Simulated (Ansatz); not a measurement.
## MgO, space group P6_3mc: a supercell folding check, step by step

With Ansatz 0.2.0 through its Python package.

Typed at the interpreter:
```pycon
>>> from dataclasses import dataclass
>>> import ansatz as az
>>> import numpy as np
>>> @dataclass(frozen=True)
... class RunConfig:
...     filling: str = 'Fermi-Dirac'
...     width_ev: float = 0.05
...     functional: str = 'r2scan'
...
>>> opts = RunConfig()
>>> vectors = np.array([
...     [3.307787, 0.0, 0.0],
...     [-1.653893, 2.864628, 0.0],
...     [0.0, 0.0, 4.982882],
... ])
>>> structure = (
...     az.Lattice.of(vectors)
...     .atom('Mg', [1 / 3, 2 / 3, 0.00216])
...     .atom('Mg', [2 / 3, 1 / 3, 0.50216])
...     .atom('O', [1 / 3, 2 / 3, 0.40244])
...     .atom('O', [2 / 3, 1 / 3, 0.90244])
... )
>>> mesh = (4, 4, 4)
>>> rows = []
>>> for repeats in [(1, 1, 1), (2, 1, 1)]:
...     setup = (
...         structure.supercell(*repeats).calculation()
...         .pseudopotentials('paw')
...         .occupations(opts.filling, width=opts.width_ev)
...         .functional(opts.functional)
...         .kpoints(*(k // n for k, n in zip(mesh, repeats)))
...     )
...     report = setup.run(threads=1, backend='cpu').report
...     n = len(report['lattice']['sites'])
...     rows.append((repeats, n, report['free_energy_ev'] / n, report['fermi_energy_ev'], report['n_kpoints'], report['n_symmetry_ops']))
...
DeckWarning: basis.ecutwfc = 500 eV, auto-derived from the records' recommended cutoffs: set by Mg (their level for a meta-GGA)
>>> print('       repeats           atoms       F/atom eV  Fermi level eV        k-points  symmetry operations')
       repeats           atoms       F/atom eV  Fermi level eV        k-points  symmetry operations
>>> for row in rows:
...     print(f'{str(row[0]):>14s}  {row[1]:14d}  {row[2]:14.5f}  {row[3]:14.4f}  {row[4]:14d}  {row[5]:19d}')
...
     (1, 1, 1)               4     -1249.05239          6.7201              12                   12
     (2, 1, 1)               8     -1249.05239          6.7200              15                    8
```

Total energies depend on the potentials; only differences at equal settings carry meaning. In a crystal with a gap the Fermi level's place inside it depends on smearing and mesh. This cell is a computed structure, which may not be the phase found in nature. Warnings are shown shortened and without file and line. The count of operations in a supercell holds its pure translations too, and an uneven repeat can lower the point group. It ran for 13 s on 1 thread of Arm Neoverse V1 (shared host), peak memory 0.52 GiB.

(Lines on the test bed's own set-up are left out of the output.)
